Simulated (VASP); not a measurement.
A run of VASP 6.6.1 is set up as follows.

The input INCAR:

```
SYSTEM = La
PREC = Accurate
ENCUT = 520
EDIFF = 1E-7
ISMEAR = 0
SIGMA = 0.1
LREAL = .FALSE.
LASPH = .TRUE.
NELM = 100
ALGO = Fast
ISIF = 2
LWAVE = .FALSE.
LCHARG = .FALSE.
GGA = PE
NBANDS = 18
```

File KPOINTS:

```
Automatic mesh
0
G
  15 15 8
  0 0 0
```

File POSCAR:

```
La
1.0
    3.7712918038      0.0000000000      0.0000000000
   -1.8856459019      3.2660345072      0.0000000000
    0.0000000000      0.0000000000      6.1098724239
La
2
Direct
    0.3333333333      0.6666666667      0.2500000000
    0.6666666667      0.3333333333      0.7500000000
```

Potentials or basis: VASP PAW PBE potentials, release 64 (La).

Command:

```sh
$ cat potpaw_PBE.64/La/POTCAR > POTCAR
$ mpirun -np 1 vasp_std > vasp.out
```

Question: Predict the band gap on the k mesh.

Answer: None (metal or under the smearing width).

Question: Predict the pressure.

Answer: 0.1 GPa.

Spin-orbit coupling is left out, which matters for the levels of La.
